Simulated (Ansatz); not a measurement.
## Band edges of ZnO (P6_3mc)

```
Zn O
1.0
     3.23007    0.00000    0.00000
    -1.61503    2.79732    0.00000
     0.00000    0.00000    5.21411
Zn O
2 2
Direct
  0.33333 0.66667 0.50003
  0.66667 0.33333 0.00003
  0.66667 0.33333 0.37898
  0.33333 0.66667 0.87898
```

Conventional cell: a = 3.230 Å, b = 3.230 Å, c = 5.214 Å, α = 90.00°, β = 90.00°, γ = 120.00°. Zn (atom 1) has 4 O at 1.97 to 1.98 Å as nearest neighbours. O (atom 3) has 4 Zn at 1.97 to 1.98 Å as nearest neighbours.

Computed, not measured; unless marked otherwise by PBEsol, all-electron LAPW in Ansatz 0.2.0, with spin-orbit coupling. k mesh 8×8×4, fixed occupations, basis error target 1 meV/atom. The cell was relaxed by PAW under this functional.

Extrema are searched on a 10×10×6 mesh and refined by Newton steps; masses come from band slopes 0.005 Å⁻¹ away, 1/m* = (1/ħ²) d²E/dk², negative for holes (the finite step makes the lightest masses up to about 3 % heavy). k is in units of the reciprocal vectors.

Task: Where are the band edges, and is the gap direct?

Result: The valence maximum lies at Gamma (0.000, 0.000, 0.000) and the conduction minimum at Gamma (0.000, 0.000, 0.000), so the Kohn-Sham gap of 0.700 eV is direct.

Task: What are the electron masses at the edge?

Result: The principal masses are 0.133, 0.133, 0.136 mₑ. One valley has a density-of-states mass (m₁m₂m₃)^(1/3) = 0.134; the direction-averaged conductivity mass 3/Σ(1/mᵢ) is 0.134 mₑ.

Task: What are the hole masses at the edge?

Result: The principal masses are 0.289, 0.289, 2.03 mₑ. One valley has a density-of-states mass (m₁m₂m₃)^(1/3) = 0.554; the direction-averaged conductivity mass 3/Σ(1/mᵢ) is 0.405 mₑ. Another band lies 32 meV away, so these masses hold only close to the edge.

Task: What gap does PAW give in the same cell?

Result: 0.684 eV, -16 meV from the LAPW value.

Task: What does spin-orbit coupling change?

Result: The gap goes from 0.720 to 0.700 eV. The valence levels at the maximum lie at 0.000, -0.032, -0.114 eV (pairs).

Caveats: semilocal gaps are low, and what follows the gap (onsets, screening, light masses) shifts with it; the frozen-core PAW files of the compared runs were fitted under PBE, their cores solved anew for this functional.
